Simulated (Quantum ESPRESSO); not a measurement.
A calculation with Quantum ESPRESSO 7.5 of HfC (ASE script, structure from a P1 CIF):

run.py

```python
import numpy as np
from ase.calculators.espresso import Espresso, EspressoProfile
from ase.io import read

atoms = read('HfC.cif')

input_data = {
    'control': {'calculation': 'scf', 'prefix': 'pwscf', 'outdir': './tmp', 'tprnfor': True, 'tstress': True, 'disk_io': 'nowf'},
    'system': {'ecutwfc': 45.0, 'ecutrho': 360.0, 'nbnd': 14, 'occupations': 'smearing', 'smearing': 'fd', 'degauss': 0.00367493},
    'electrons': {'conv_thr': 4e-10, 'electron_maxstep': 120, 'mixing_beta': 0.5},
}
pseudopotentials = {'Hf': 'hf_pbesol_v1.uspp.F.UPF', 'C': 'c_pbesol_v1.2.uspp.F.UPF'}
profile = EspressoProfile(command='mpirun -n 2 pw.x -nk 2', pseudo_dir='pseudo')
dft = Espresso(profile=profile, input_data=input_data, pseudopotentials=pseudopotentials, kpts=(10, 10, 10), koffset=(0, 0, 0))
atoms.calc = dft

print(f'energy {atoms.get_potential_energy():.8f} eV')
print('forces (eV/A)')
print(np.round(atoms.get_forces(), 6))
print('stress (eV/A^3, Voigt)')
print(np.round(atoms.get_stress(), 8))
print(f'Fermi level {dft.get_fermi_level():.4f} eV')
```

File HfC.cif:

```cif
data_HfC
_cell_length_a 3.28804653
_cell_length_b 3.28804653
_cell_length_c 3.28804653
_cell_angle_alpha 60.00000000
_cell_angle_beta 60.00000000
_cell_angle_gamma 60.00000000
_space_group_name_H-M_alt 'P1'
_space_group_name_Hall 'P 1'
_space_group_IT_number 1
loop_
_space_group_symop_operation_xyz
'x,y,z'
loop_
_atom_site_label
_atom_site_type_symbol
_atom_site_symmetry_multiplicity
_atom_site_Wyckoff_symbol
_atom_site_fract_x
_atom_site_fract_y
_atom_site_fract_z
_atom_site_occupancy
Hf1 Hf 1 a 0.5000000000 0.5000000000 0.5000000000 1
C1 C 1 a 0.0000000000 0.0000000000 0.0000000000 1
```

Potentials or basis: GBRV 1.5 PBEsol.

The run is started by

```bash
$ OMP_NUM_THREADS=1 python run.py
```

Task: Write the same calculation in another form: native input, structure typed inline.

Result: As run:

The input pw.in:

```
&CONTROL
  calculation = 'scf'
  prefix = 'pwscf'
  outdir = './tmp'
  pseudo_dir = './pseudo'
  tprnfor = .true.
  tstress = .true.
  disk_io = 'low'
/
&SYSTEM
  ibrav = 0
  nat = 2
  ntyp = 2
  ecutwfc = 45
  ecutrho = 360
  nbnd = 14
  occupations = 'smearing'
  smearing = 'fd'
  degauss = 0.00367493
/
&ELECTRONS
  conv_thr = 4d-10
  electron_maxstep = 120
  mixing_beta = 0.5
/
ATOMIC_SPECIES
Hf   178.4900 hf_pbesol_v1.uspp.F.UPF
C     12.0110 c_pbesol_v1.2.uspp.F.UPF
CELL_PARAMETERS angstrom
   0.0000000000    2.3250000000    2.3250000000
   2.3250000000    0.0000000000    2.3250000000
   2.3250000000    2.3250000000    0.0000000000
ATOMIC_POSITIONS crystal
Hf     0.5000000000    0.5000000000    0.5000000000
C      0.0000000000    0.0000000000    0.0000000000
K_POINTS automatic
10 10 10 0 0 0
```

Contents of pp_density.in:

```
&INPUTPP
  prefix = 'pwscf'
  outdir = './tmp'
  filplot = 'density.dat'
  plot_num = 0
/
&PLOT
  nfile = 1
  filepp(1) = 'density.dat'
  iflag = 3
  output_format = 6
  fileout = 'density.cube'
/
```

The input pp_potential.in:

```
&INPUTPP
  prefix = 'pwscf'
  outdir = './tmp'
  filplot = 'potential.dat'
  plot_num = 11
/
&PLOT
  nfile = 1
  filepp(1) = 'potential.dat'
  iflag = 3
  output_format = 6
  fileout = 'potential.cube'
/
```

Potentials or basis: GBRV 1.5 PBEsol.

Launch:

```console
$ OMP_NUM_THREADS=1 mpirun -n 2 pw.x -nk 2 -in pw.in > pw.out
$ OMP_NUM_THREADS=1 mpirun -n 1 pp.x -in pp_density.in > pp_density.out
$ OMP_NUM_THREADS=1 mpirun -n 1 pp.x -in pp_potential.in > pp_potential.out
```

Both were run:

|  | ASE script, structure from a P1 CIF | native input, structure typed inline |
| --- | --- | --- |
| Pressure | -6.3 GPa | -6.3 GPa |
| Band gap on the k mesh | none (metal or under the smearing width) | none (metal or under the smearing width) |

Keys that steer only the numerical path or the files written may differ.
